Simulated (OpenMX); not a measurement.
Wanted: the native input for an OpenMX 3.8.5 run.

- Task: single point
- Functional: PBE
- Potentials or basis: OpenMX 2013 PBE set, Au7.0-s3p2d2f1, Cu6.0H-s3p2d2, grid cutoff 500 Ry
- k mesh: 9 × 9 × 7
- Occupations: fermi-dirac, width 0.05 eV
- Spin: no spin polarisation
- Mixing scheme: rmm-diisk
- SCF threshold: 1e-08 Ha
- Solver: band
- Max SCF cycles: 100

CuAu:

```
Au Cu
1.0
     2.81075    0.00000    0.00000
     0.00000    2.81075    0.00000
     0.00000    0.00000    3.68500
Au Cu
1 1
Direct
  0.00000 0.00000 0.00000
  0.50000 0.50000 0.50000
```

These files were run (other wordings do the same):

CuAu.dat

```
System.CurrrentDirectory             ./
System.Name                          CuAu
DATA.PATH                            ./DFT_DATA13
level.of.stdout                      1
level.of.fileout                     0
Species.Number                       2
<Definition.of.Atomic.Species
  Au  Au7.0-s3p2d2f1         Au_PBE13
  Cu  Cu6.0H-s3p2d2          Cu_PBE13H
Definition.of.Atomic.Species>

Atoms.Number                         2
Atoms.SpeciesAndCoordinates.Unit     FRAC
<Atoms.SpeciesAndCoordinates
    1  Au    0.0000000000    0.0000000000    0.0000000000   8.500  8.500
    2  Cu    0.5000000000    0.5000000000    0.5000000000   9.500  9.500
Atoms.SpeciesAndCoordinates>

Atoms.UnitVectors.Unit               Ang
<Atoms.UnitVectors
     2.8107494552    0.0000000000    0.0000000000
     0.0000000000    2.8107494552    0.0000000000
     0.0000000000    0.0000000000    3.6850000000
Atoms.UnitVectors>

scf.XcType                           GGA-PBE
scf.SpinPolarization                 off
scf.ElectronicTemperature            580.226
scf.energycutoff                     500.0
scf.maxIter                          100
scf.EigenvalueSolver                 band
scf.Kgrid                            9 9 7
scf.Mixing.Type                      rmm-diisk
scf.Init.Mixing.Weight               0.05
scf.Min.Mixing.Weight                0.001
scf.Max.Mixing.Weight                0.3
scf.Mixing.History                   25
scf.Mixing.StartPulay                8
scf.criterion                        1.0e-8
scf.stress.tensor                    on
MD.Type                              nomd
```

Potentials or basis: OpenMX 2013 PBE set, Au7.0-s3p2d2f1, Cu6.0H-s3p2d2, grid cutoff 500 Ry.

Launch:

```sh
$ openmx CuAu.dat -nt 1 > CuAu.std
```

Results of the run:

```yaml
Pressure: 6.5 GPa
Band_gap_on_the_k_mesh: none (metal or under the smearing width)
```

Caveat: the basis of atomic orbitals isn't converged, which shifts pressures, moduli and gaps.

Run time: 2 min on 1 thread of Arm Neoverse V2, with other jobs on the host, peak memory 0.96 GiB.
